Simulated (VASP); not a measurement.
# TiO (Pm-3m) in VASP: settings compared, part 3 of 3

VASP 6.6.1. Earlier steps stand in the parts before.

**6. Single point, r2SCAN**

File INCAR:

```
ALGO     = Normal         # electronic algorithm
EDIFF    = 1E-6           # SCF threshold, eV
ENCUT    = 520            # plane-wave cutoff, eV
ISIF     = 2              # what is computed and relaxed
ISMEAR   = 0              # smearing method
LASPH    = T              # aspherical terms in the spheres
LCHARG   = F              # write CHGCAR
LMIXTAU  = T            
LREAL    = F              # projectors in reciprocal space
LWAVE    = F              # write WAVECAR
METAGGA  = R2SCAN         # meta-GGA
NBANDS   = 36             # bands
NELM     = 80             # most SCF steps
PREC     = Accurate       # precision mode
SIGMA    = 0.1            # smearing width, eV
```

File KPOINTS:

```
k-points
0
Gamma
  10 10 10
```

File POSCAR:

```
TiO
1.0
    4.0352900000      0.0000000000      0.0000000000
    0.0000000000      4.0352900000      0.0000000000
    0.0000000000      0.0000000000      4.0352900000
Ti O
3 3
Direct
    0.5000000000      0.5000000000      0.0000000000
    0.0000000000      0.5000000000      0.5000000000
    0.5000000000      0.0000000000      0.5000000000
    0.0000000000      0.5000000000      0.0000000000
    0.5000000000      0.0000000000      0.0000000000
    0.0000000000      0.0000000000      0.5000000000
```

Potentials or basis: VASP PAW PBE potentials, release 64 (Ti_sv, O).

Started as:

```sh
> cat potpaw_PBE.64/Ti_sv/POTCAR potpaw_PBE.64/O/POTCAR > POTCAR
> mpirun -np 1 vasp_std > vasp.out
```

OUTCAR:

```text
EDIFF = 1E-6
   ENCUT = 520
   ISIF = 2
   ISMEAR = 0
   LASPH = T
   LREAL = F
   METAGGA = R2SCAN
   NELM = 80
   PREC = Accurate

 ion  position               nearest neighbor table
   1  0.500  0.500  0.000-   4 2.02   5 2.02   5 2.02   4 2.02   2 2.85   3 2.85   3 2.85   2 2.85
                             3 2.85   2 2.85   3 2.85   2 2.85
   2  0.000  0.500  0.500-   4 2.02   6 2.02   4 2.02   6 2.02   1 2.85   1 2.85   3 2.85   3 2.85
                             1 2.85   3 2.85   1 2.85   3 2.85
   3  0.500  0.000  0.500-   5 2.02   6 2.02   5 2.02   6 2.02   1 2.85   1 2.85   1 2.85   2 2.85
                             1 2.85   2 2.85   2 2.85   2 2.85
   4  0.000  0.500  0.000-   1 2.02   2 2.02   2 2.02   1 2.02
   5  0.500  0.000  0.000-   1 2.02   3 2.02   3 2.02   1 2.02
   6  0.000  0.000  0.500-   2 2.02   3 2.02   2 2.02   3 2.02

  LATTYP: Found a simple cubic cell.
 ALAT       =     4.0352900000

  Lattice vectors:

 A1 = (   4.0352900000,   0.0000000000,   0.0000000000)
 A2 = (   0.0000000000,   4.0352900000,   0.0000000000)
 A3 = (   0.0000000000,   0.0000000000,   4.0352900000)

Analysis of symmetry for initial positions (statically):
=====================================================================
 Subroutine PRICEL returns:
 Original cell was already a primitive cell.

 Routine SETGRP: Setting up the symmetry group for a
 simple cubic supercell.

 Subroutine GETGRP returns: Found 48 space group operations
 (whereof 48 operations were pure point group operations)
 out of a pool of 48 trial point group operations.

The static configuration has the point symmetry O_h .

Analysis of symmetry for dynamics (positions and initial velocities):
=====================================================================
 Subroutine PRICEL returns:
 Original cell was already a primitive cell.

 Routine SETGRP: Setting up the symmetry group for a
 simple cubic supercell.

 Subroutine GETGRP returns: Found 48 space group operations
 (whereof 48 operations were pure point group operations)
 out of a pool of 48 trial point group operations.

The dynamic configuration has the point symmetry O_h .

 Subroutine INISYM returns: Found 48 space group operations
 (whereof 48 operations are pure point group operations),
 and found     1 'primitive' translations

----------------------------------------------------------------------------------------

                                     Primitive cell

  volume of cell :      65.7089

  direct lattice vectors                    reciprocal lattice vectors
     4.035290000  0.000000000  0.000000000     0.247813664  0.000000000  0.000000000
     0.000000000  4.035290000  0.000000000     0.000000000  0.247813664  0.000000000
     0.000000000  0.000000000  4.035290000     0.000000000  0.000000000  0.247813664

  length of vectors
     4.035290000  4.035290000  4.035290000     0.247813664  0.247813664  0.247813664

  position of ions in fractional coordinates (direct lattice)
     0.500000000  0.500000000  0.000000000
     0.000000000  0.500000000  0.500000000
     0.500000000  0.000000000  0.500000000
     0.000000000  0.500000000  0.000000000
[... 39 lines left out ...]
            Coordinates               Weight
  0.000000  0.000000  0.000000      1.000000
  0.100000  0.000000  0.000000      6.000000
  0.200000  0.000000  0.000000      6.000000
  0.300000  0.000000  0.000000      6.000000
  0.400000  0.000000  0.000000      6.000000
  0.500000  0.000000  0.000000      3.000000
[... 16 lines left out ...]
  0.200000  0.100000  0.100000     24.000000
  0.300000  0.100000  0.100000     24.000000
 [... further k-points ...]
   k-points           NKPTS =     56   k-points in BZ     NKDIM =     56   number of bands    NBANDS=     36
   number of dos      NEDOS =    301   number of ions     NIONS =      6
   total plane-waves  NPLWV =  27000
   dimension x,y,z NGX =    30 NGY =   30 NGZ =   30
   dimension x,y,z NGXF=    60 NGYF=   60 NGZF=   60
   ions per type =               3   3
   NGX,Y,Z   is equivalent  to a cutoff of  12.36, 12.36, 12.36 a.u.
   NGXF,Y,Z  is equivalent  to a cutoff of  24.72, 24.72, 24.72 a.u.
 SYSTEM =  unknown system
   PREC   = accura    normal or accurate (medium, high low for compatibility)
   ISTART =      0    job   : 0-new  1-cont  2-samecut
   ICHARG =      2    charge: 1-file 2-atom 10-const
   ISPIN  =      1    spin polarized calculation?
   LNONCOLLINEAR =      F non collinear calculations
   LSORBIT =      F    spin-orbit coupling
   LASPH  =      T    aspherical Exc in radial PAW
   ENCUT  =  520.0 eV  38.22 Ry    6.18 a.u.   7.50  7.50  7.50*2*pi/ulx,y,z
   NELM   =     80;   NELMIN=  2; NELMDL= -5     # of ELM steps
   EDIFF  = 0.1E-05   stopping-criterion for ELM
   LREAL  =      F    real-space projection
   EDIFFG = 0.1E-04   stopping-criterion for IOM
   NSW    =      0    number of steps for IOM
   IBRION =     -1    ionic relax: 0-MD 1-quasi-New 2-CG
   NFREE  =      0    steps in history (QN), initial steepest desc. (CG)
   ISIF   =      2    stress and relaxation
   ISYM   =      2    0-nonsym 1-usesym 2-fastsym
   POTIM  = 0.5000    time-step for ionic-motion
   TEBEG  =    0.0;   TEEND  =   0.0 temperature during run
   PSTRESS=    0.0 pullay stress
   NELECT =      54.0000    total number of electrons
   NUPDOWN=      -1.0000    fix difference up-down
   EMIN   =  10.00;   EMAX   =-10.00  energy-range for DOS
   EFERMI =   0.00;   METHOD = LEGACY
   ISMEAR =     0;   SIGMA  =   0.10  broadening in eV -4-tet -1-fermi 0-gaus
   EFERMI_NEDOS =   21; number of points for ismear=-14 and -15
   IALGO  =     38    algorithm
   IMIX   =      4    mixing-type and parameters
     AMIX     =   0.40;   BMIX     =  1.00
     AMIX_MAG =   1.60;   BMIX_MAG =  1.00
  volume/ion in A,a.u.               =      10.95        73.90
  Fermi-wavevector in a.u.,A,eV,Ry     =   1.533433  2.897767 31.992947  2.351415
  Thomas-Fermi vector in A             =   2.640500
   LORBIT       =      0    0 simple, 1 ext, 2 COOP (PROOUT), +10 PAW based schemes
   METAGGA = R2SCAN    functional components
   LHFCALC =     F    Hartree Fock is set to
   AEXX    =    0.0000 exact exchange contribution
   IVDW    =     0    specifies the selected vdW correction
   LEPSILON=     F    determine dielectric tensor
   LRPA    =     F    only Hartree local field effects (RPA)
 non-spin polarized calculation
 Gauss-broadening in eV      SIGMA  =   0.10
  energy-cutoff  :      520.00
  volume of cell :       65.71
 maximum number of plane-waves:      1800
   NGX = 15   NGY = 15   NGZ = 15

 number of electron      53.9999973 magnetization

 Free energy of the ion-electron system (eV)
  ---------------------------------------------------
  ext. energy  EPLUGINS =         0.00000000
  ---------------------------------------------------
  free energy    TOTEN  =       -72.77878581 eV

  energy without entropy =      -72.75402426  energy(sigma->0) =      -72.76640504

 E-fermi :   8.5211     XC(G=0): -12.8144

 val. band max:        8.5203772916   @ k =   0.3000   0.3000   0.2000
 cond. band min:       8.5223170291   @ k =   0.4000   0.3000   0.2000
 fundamental gap:      0.0019397375
 Fermi energy:         8.5211301747

 k-point     1 :       0.0000    0.0000    0.0000
  band No.  band energies     occupation
      1     -51.0539      2.00000
      2     -50.8868      2.00000
      3     -50.8868      2.00000
      4     -26.5278      2.00000
      5     -26.5278      2.00000
      6     -26.5278      2.00000
[... 925 lines left out ...]
     35      11.7462      0.00000
     36      11.8752      0.00000

 [... further k-points ...]

------------------------ aborting loop because EDIFF is reached ----------------------------------------

  FORCE on cell =-STRESS in cart. coord.  units (eV):
  Direction    XX          YY          ZZ          XY          YZ          ZX
  --------------------------------------------------------------------------------------
  -------------------------------------------------------------------------------------
  Total        1.9912009      1.9912009      1.9912009     -0.0000000     -0.0000000      0.0000000
  in kB       48.5513619     48.5513619     48.5513619     -0.0000000     -0.0000000      0.0000000
  external PRESSURE =      48.5513619 kB  Pullay stress =       0.0000000 kB

 VOLUME and BASIS-vectors are now :
 -----------------------------------------------------------------------------
  energy-cutoff  :      520.00
  volume of cell :       65.71
      direct lattice vectors                 reciprocal lattice vectors
     4.035290000  0.000000000  0.000000000     0.247813664  0.000000000  0.000000000
     0.000000000  4.035290000  0.000000000     0.000000000  0.247813664  0.000000000
     0.000000000  0.000000000  4.035290000     0.000000000  0.000000000  0.247813664

 POSITION                                       TOTAL-FORCE (eV/Angst)
 -----------------------------------------------------------------------------------
      2.01764      2.01764      0.00000         0.000000      0.000000      0.000000
      0.00000      2.01764      2.01764         0.000000      0.000000      0.000000
      2.01764      0.00000      2.01764         0.000000      0.000000      0.000000
      0.00000      2.01764      0.00000         0.000000      0.000000      0.000000
      2.01764      0.00000      0.00000         0.000000      0.000000      0.000000
      0.00000      0.00000      2.01764         0.000000      0.000000      0.000000
 -----------------------------------------------------------------------------------
    total drift:                                0.000000      0.000000     -0.000000

  FREE ENERGIE OF THE ION-ELECTRON SYSTEM (eV)
  ---------------------------------------------------
  free  energy   TOTEN  =       -72.7787858114 eV

  energy  without entropy=      -72.7540242591  energy(sigma->0) =      -72.76640504
```

Run time: 7.5 min. Hardware: 1 thread of Intel Xeon 6975P-C (Granite Rapids), shared host; peak memory 0.24 GiB.

What came out:

* Free energy: -72.7788 eV
* Pressure: 4.9 GPa
* Band gap on the k mesh: none (metal or under the smearing width)

Levels at points of the mesh, in eV from the Fermi level:
| k point | band 23 | band 24 | band 25 | band 26 | band 27 | band 28 | band 29 | band 30 | band 31 | band 32 |
| --- | --- | --- | --- | --- | --- | --- | --- | --- | --- | --- |
| (0.00, 0.00, 0.00) | -3.38 | -3.38 | -3.38 | -1.54 | -1.54 | -1.54 | 1.58 | 1.58 | 1.58 | 2.35 |
| (0.50, 0.00, 0.00) | -4.04 | -4.04 | -2.99 | -1.15 | 0.45 | 0.45 | 1.00 | 1.40 | 1.73 | 1.73 |
| (0.50, 0.50, 0.00) | -5.30 | -2.90 | -1.60 | -0.78 | -0.02 | -0.02 | 2.04 | 2.13 | 2.13 | 2.24 |
| (0.50, 0.50, 0.50) | -3.31 | -3.31 | -0.72 | -0.72 | -0.72 | 0.37 | 2.84 | 2.84 | 2.84 | 3.10 |

Caveat: the PAW data sets were made with another functional, which shifts forces and pressure a little; semilocal functionals often make such compounds metallic where correlation or magnetic order opens a gap, which also shifts bond lengths.

**7. Summary**

```csv
level,potentials or basis,k mesh,cutoff (eV),smearing,gap on the mesh (eV),pressure (GPa)
PBEsol,"VASP PAW PBE potentials, release 64 (Ti_sv, O)",10 × 10 × 10,700,gaussian 0.1 eV,none,0.1
PBEsol,"VASP PAW PBE potentials, release 64 (Ti_sv, O)",14 × 14 × 14,520,gaussian 0.1 eV,none,0.2
PBEsol,"VASP PAW PBE potentials, release 64 (Ti_sv, O)",10 × 10 × 10,520,gaussian 0.5 eV,none,0.7
PBEsol,"VASP PAW PBE potentials, release 64 (Ti_sv, O_h)",10 × 10 × 10,900,gaussian 0.1 eV,none,-0.2
r2SCAN,"VASP PAW PBE potentials, release 64 (Ti_sv, O)",10 × 10 × 10,520,gaussian 0.1 eV,none,4.9
```

Alike in all rows: task single point; no spin polarisation; cell as given.

Caveats: the PAW data sets were made with another functional, which shifts forces and pressure a little; semilocal functionals often make such compounds metallic where correlation or magnetic order opens a gap, which also shifts bond lengths; the cutoff is under 1.25 times the usual one of these potentials, so pressure, stress and relaxed cells hold a basis-set (Pulay) error (some runs).

Total energies depend on the potentials used, so only differences within one code and one set of settings carry meaning.
